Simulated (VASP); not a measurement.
# Sr (P6_3/mmc) in VASP: further runs

Runs on Sr. Level: PBE. Tasks: single point.

All numbers are computed with VASP 6.6.1; they aren't measurements. Logs are shortened: lines on timing, memory, paths and dates and some standing lists are left out, and cuts for length are marked.

**1. Starting point**

Symmetry: P6_3/mmc, No. 194, hexagonal system. Conventional cell: a = 4.310 Å, b = 4.310 Å, c = 7.050 Å, α = 90.00°, β = 90.00°, γ = 120.00°. Sr (site symmetry -6m2) has 12 Sr at 4.31 Å as nearest neighbours.

This isn't the form of Sr at room conditions, which is fcc.

**2. Single point, PBE**

Input file INCAR:

```
SYSTEM = Sr
  ADDGRID = .False.
  ALGO = Normal
  EDIFF = 1E-6
  ENCUT = 300
  GGA = PE
  ISIF = 2
  ISMEAR = 0
  LASPH = .True.
  LCHARG = .False.
  LREAL = .False.
  LWAVE = .False.
  NBANDS = 17
  NELM = 100
  PREC = Accurate
  SIGMA = 0.15
```

Input file KPOINTS:

```
k-points
0
Gamma
  10 10 6
  0 0 0
```

Input file POSCAR:

```
Sr
1.0
    4.3100000000      0.0000000000      0.0000000000
   -2.1550000000      3.7325694903      0.0000000000
    0.0000000000      0.0000000000      7.0500000000
Sr
2
Direct
    0.6432960000      0.3178180000      0.7464440000
    0.3199860000      0.6535770000      0.2508690000
```

Potentials or basis: VASP PAW PBE potentials, release 64 (Sr_sv).

The run is started by

```console
cat potpaw_PBE.64/Sr_sv/POTCAR > POTCAR
mpirun -np 1 vasp_std > vasp.out
```

OUTCAR:

```text
SYSTEM = Sr
   EDIFF = 1E-6
   ENCUT = 300
   GGA = PE
   ISIF = 2
   ISMEAR = 0
   LASPH = .True.
   LREAL = .False.
   NELM = 100
   PREC = Accurate

 Found    304 irreducible k-points:

 Following reciprocal coordinates:
            Coordinates               Weight
  0.000000  0.000000  0.000000      1.000000
  0.100000  0.000000  0.000000      2.000000
  0.000000  0.100000  0.000000      2.000000
 -0.100000  0.100000  0.000000      2.000000
  0.200000  0.000000  0.000000      2.000000
  0.000000  0.200000  0.000000      2.000000
   k-points           NKPTS =    304   k-points in BZ     NKDIM =    304   number of bands    NBANDS=     17
   number of dos      NEDOS =    301   number of ions     NIONS =      2
   total plane-waves  NPLWV =  23040
   dimension x,y,z NGX =    24 NGY =   24 NGZ =   40
   dimension x,y,z NGXF=    48 NGYF=   48 NGZF=   80
   ions per type =               2
   NGX,Y,Z   is equivalent  to a cutoff of   9.26,  9.26,  9.43 a.u.
   NGXF,Y,Z  is equivalent  to a cutoff of  18.51, 18.51, 18.86 a.u.
 SYSTEM =  Sr
   PREC   = accura    normal or accurate (medium, high low for compatibility)
   ISTART =      0    job   : 0-new  1-cont  2-samecut
   ICHARG =      2    charge: 1-file 2-atom 10-const
   ISPIN  =      1    spin polarized calculation?
   LNONCOLLINEAR =      F non collinear calculations
   LSORBIT =      F    spin-orbit coupling
   LASPH  =      T    aspherical Exc in radial PAW
   ENCUT  =  300.0 eV  22.05 Ry    4.70 a.u.   6.09  6.09  9.96*2*pi/ulx,y,z
   NELM   =    100;   NELMIN=  2; NELMDL= -5     # of ELM steps
   EDIFF  = 0.1E-05   stopping-criterion for ELM
   LREAL  =      F    real-space projection
   EDIFFG = 0.1E-04   stopping-criterion for IOM
   NSW    =      0    number of steps for IOM
   IBRION =     -1    ionic relax: 0-MD 1-quasi-New 2-CG
   NFREE  =      0    steps in history (QN), initial steepest desc. (CG)
   ISIF   =      2    stress and relaxation
   ISYM   =      2    0-nonsym 1-usesym 2-fastsym
   POTIM  = 0.5000    time-step for ionic-motion
   TEBEG  =    0.0;   TEEND  =   0.0 temperature during run
   PSTRESS=    0.0 pullay stress
   NELECT =      20.0000    total number of electrons
   NUPDOWN=      -1.0000    fix difference up-down
   EMIN   =  10.00;   EMAX   =-10.00  energy-range for DOS
   EFERMI =   0.00;   METHOD = LEGACY
   ISMEAR =     0;   SIGMA  =   0.15  broadening in eV -4-tet -1-fermi 0-gaus
   EFERMI_NEDOS =   21; number of points for ismear=-14 and -15
   IALGO  =     38    algorithm
   IMIX   =      4    mixing-type and parameters
     AMIX     =   0.40;   BMIX     =  1.00
     AMIX_MAG =   1.60;   BMIX_MAG =  1.00
  volume/ion in A,a.u.               =      56.71       382.68
  Fermi-wavevector in a.u.,A,eV,Ry     =   0.918037  1.734838 11.466874  0.842791
  Thomas-Fermi vector in A             =   2.043073
   LORBIT       =      0    0 simple, 1 ext, 2 COOP (PROOUT), +10 PAW based schemes
   GGA     = PE    functional components
   LHFCALC =     F    Hartree Fock is set to
   AEXX    =    0.0000 exact exchange contribution
   IVDW    =     0    specifies the selected vdW correction
   LEPSILON=     F    determine dielectric tensor
   LRPA    =     F    only Hartree local field effects (RPA)
 non-spin polarized calculation
 Gauss-broadening in eV      SIGMA  =   0.15
  energy-cutoff  :      300.00
  volume of cell :      113.42
 maximum number of plane-waves:      1356
   NGX = 13   NGY = 13   NGZ = 19

 number of electron      20.0000000 magnetization

 Free energy of the ion-electron system (eV)
  ---------------------------------------------------
  ext. energy  EPLUGINS =         0.00000000
  ---------------------------------------------------
  free energy    TOTEN  =        -3.28121576 eV

  energy without entropy =       -3.24997419  energy(sigma->0) =       -3.26559498

 E-fermi :   1.5028     XC(G=0):  -7.2590

 val. band max:        1.5019433634   @ k =   0.0000   0.0000   0.0000
 cond. band min:       1.5093560171   @ k =   0.3000   0.4000   0.1667
 fundamental gap:      0.0074126537
 Fermi energy:         1.5028366688

 k-point     1 :       0.0000    0.0000    0.0000
  band No.  band energies     occupation
      1     -35.1940      2.00000
      2     -35.1820      2.00000
      3     -17.2561      2.00000
      4     -17.1126      2.00000
      5     -17.1095      2.00000
      6     -17.0871      2.00000
[... 9 lines left out ...]
     16       4.1598      0.00000
     17       4.6319      0.00000

 k-point     2 :       0.1000    0.0000    0.0000
  band No.  band energies     occupation
      1     -35.1929      2.00000
      2     -35.1815      2.00000
      3     -17.2508      2.00000
      4     -17.1225      2.00000
      5     -17.1166      2.00000
      6     -17.1003      2.00000
[... 9 lines left out ...]
     16       4.2887      0.00000
     17       4.4456      0.00000

 k-point     3 :       0.0000    0.1000    0.0000
  band No.  band energies     occupation
      1     -35.1929      2.00000
      2     -35.1815      2.00000
      3     -17.2506      2.00000
      4     -17.1245      2.00000
      5     -17.1146      2.00000
      6     -17.1004      2.00000
[... 9 lines left out ...]
     16       4.2735      0.00000
     17       4.3849      0.00000

 k-point     4 :      -0.1000    0.1000    0.0000
  band No.  band energies     occupation
      1     -35.1929      2.00000
      2     -35.1815      2.00000
      3     -17.2506      2.00000
      4     -17.1251      2.00000
      5     -17.1140      2.00000
      6     -17.1005      2.00000
[... 9 lines left out ...]
     16       4.2653      0.00000
     17       4.3728      0.00000

 k-point     5 :       0.2000    0.0000    0.0000
  band No.  band energies     occupation
      1     -35.1902      2.00000
      2     -35.1802      2.00000
      3     -17.2358      2.00000
      4     -17.1565      2.00000
      5     -17.1341      2.00000
      6     -17.1268      2.00000
[... 9 lines left out ...]
     16       4.2446      0.00000
     17       4.3175      0.00000

 k-point     6 :       0.0000    0.2000    0.0000
  band No.  band energies     occupation
      1     -35.1902      2.00000
      2     -35.1803      2.00000
      3     -17.2352      2.00000
      4     -17.1580      2.00000
      5     -17.1346      2.00000
      6     -17.1251      2.00000
[... 9 lines left out ...]
     16       4.2534      0.00000
     17       4.3277      0.00000

 [... further k-points ...]

------------------------ aborting loop because EDIFF is reached ----------------------------------------

  FORCE on cell =-STRESS in cart. coord.  units (eV):
  Direction    XX          YY          ZZ          XY          YZ          ZX
  --------------------------------------------------------------------------------------
  -------------------------------------------------------------------------------------
  Total       -0.3054168     -0.2901433     -0.1745511     -0.0315712      0.0003483      0.0015915
  in kB       -4.3144870     -4.0987256     -2.4658053     -0.4459917      0.0049196      0.0224822
  external PRESSURE =      -3.6263393 kB  Pullay stress =       0.0000000 kB

 VOLUME and BASIS-vectors are now :
 -----------------------------------------------------------------------------
  energy-cutoff  :      300.00
  volume of cell :      113.42
      direct lattice vectors                 reciprocal lattice vectors
     4.310000000  0.000000000  0.000000000     0.232018561  0.133955979  0.000000000
    -2.155000000  3.732569490  0.000000000     0.000000000  0.267911958  0.000000000
     0.000000000  0.000000000  7.050000000     0.000000000  0.000000000  0.141843972

 POSITION                                       TOTAL-FORCE (eV/Angst)
 -----------------------------------------------------------------------------------
      2.08771      1.18628      5.26243         0.010693      0.002190      0.040217
     -0.02932      2.43952      1.76863        -0.010693     -0.002190     -0.040217
 -----------------------------------------------------------------------------------
    total drift:                                0.000000     -0.000004      0.000004

  FREE ENERGIE OF THE ION-ELECTRON SYSTEM (eV)
  ---------------------------------------------------
  free  energy   TOTEN  =        -3.2812157645 eV

  energy  without entropy=       -3.2499741926  energy(sigma->0) =       -3.26559498
```

OSZICAR:

```text
N       E                     dE             d eps       ncg     rms          rms(c)
DAV:   1     0.733121163777E+02    0.73312E+02   -0.75682E+03 11328   0.655E+02
DAV:   2     0.377112651095E+01   -0.69541E+02   -0.68476E+02 13435   0.176E+02
DAV:   3    -0.316084159283E+01   -0.69320E+01   -0.69133E+01 18919   0.345E+01
DAV:   4    -0.327543309088E+01   -0.11459E+00   -0.11439E+00 14188   0.438E+00
DAV:   5    -0.327720359460E+01   -0.17705E-02   -0.17703E-02 16098   0.460E-01    0.158E+01
DAV:   6    -0.327865971081E+01   -0.14561E-02   -0.15508E-02 13647   0.110E+00    0.892E+00
DAV:   7    -0.328107219058E+01   -0.24125E-02   -0.22472E-02 12141   0.138E+00    0.430E-01
DAV:   8    -0.328111160845E+01   -0.39418E-04   -0.33293E-03 16710   0.248E-01    0.129E-01
DAV:   9    -0.328118046386E+01   -0.68855E-04   -0.15218E-04 14650   0.632E-02    0.501E-02
DAV:  10    -0.328121105992E+01   -0.30596E-04   -0.11177E-05 11104   0.184E-02    0.294E-02
DAV:  11    -0.328121583533E+01   -0.47754E-05   -0.17040E-06 11429   0.111E-02    0.224E-03
DAV:  12    -0.328121576446E+01    0.70865E-07   -0.27035E-07  8368   0.348E-03
   1 F= -.32812158E+01 E0= -.32655950E+01  d E =-.312416E-01
```

Run time: 54 s. Hardware: 1 thread of Intel Xeon 6975P-C (Granite Rapids), shared host; peak memory 0.32 GiB.

These settings aren't checked as converged: the numbers below hold their error.

Results:

```yaml
Free_energy: -3.2812 eV
Pressure: -0.4 GPa
Largest_force: 0.042 eV/Å
Band_gap_on_the_k_mesh: none (metal or under the smearing width)
```

**3. Single point, PBE**

INCAR: that of step 2 with these lines changed.

```diff
@@ -4,3 +4,3 @@
   EDIFF = 1E-6
-  ENCUT = 300
+  ENCUT = 350
   GGA = PE
```

KPOINTS is that of step 2.

Input file POSCAR:

```
Sr
1.0
    4.3100000000      0.0000000000      0.0000000000
   -2.1550000000      3.7325694903      0.0000000000
    0.0000000000      0.0000000000      7.0500000000
Sr
2
Direct
    0.6666666667      0.3333333333      0.7500000000
    0.3333333333      0.6666666667      0.2500000000
```

Potentials or basis: VASP PAW PBE potentials, release 64 (Sr_sv).

The run is started by

```console
cat potpaw_PBE.64/Sr_sv/POTCAR > POTCAR
mpirun -np 1 vasp_std > vasp.out
```

Wall time 22 s (1 thread of Intel Xeon 6975P-C (Granite Rapids), shared host); peak memory 0.2 GiB.

These settings aren't checked as converged: the numbers below hold their error.

Results:

```
Free energy            : -3.2793 eV
Pressure               : -0.3 GPa
Band gap on the k mesh : none (metal or under the smearing width)
```

(Continued in part 2 of 2.)
